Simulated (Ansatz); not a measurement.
**Clamped-ion strain scan in K**

Computed with DFT PBE, scalar-relativistic, plane waves, PAW in Ansatz. Cutoff 420 eV, Γ-centred 14×14×14 k-points, Gaussian smearing of 0.15 eV. No spin polarisation. Energies are free energies at this smearing, counted from the undisturbed cell; pressure is positive in compression.

Reference structure (as given, not relaxed at this level; it stands at 0.1 GPa):

```xyz
1
Lattice="-2.6180 2.6180 2.6180 2.6180 -2.6180 2.6180 2.6180 2.6180 -2.6180" Properties=species:S:1:pos:R:3 pbc="T T T"
K     0.0000    0.0000    0.0000
```

The cell is strained by ε times the Voigt pattern (0, 0, 0, 0, 0, 1) (xx, yy, zz, yz, xz, xy; engineering shear) with fractional coordinates fixed. The cell is metallic on the mesh throughout.

```tsv
ε	ΔE (meV/atom)	stress summed along the pattern (GPa, tension positive)	pressure (GPa)
-0.0400	1.0	-0.11	0.1
-0.0200	0.3	-0.06	0.1
0.0000	0.0	0.00	0.1
0.0050	0.0	0.01	0.1
0.0100	?	0.03	0.1
0.0150	0.1	0.04	0.1
0.0250	0.4	0.07	0.1
0.0300	0.6	0.08	0.1
0.0350	0.8	?	0.1
```

By symmetry 0.0400 repeats -0.0400, -0.0300 repeats 0.0300, 0.0200 repeats -0.0200, -0.0100 repeats 0.0100 in energy, with the opposite slope along the path.

Give the withheld values.

ΔE (meV/atom) at ε = 0.0100: 0.1; stress summed along the pattern (GPa, tension positive) at ε = 0.0350: 0.10.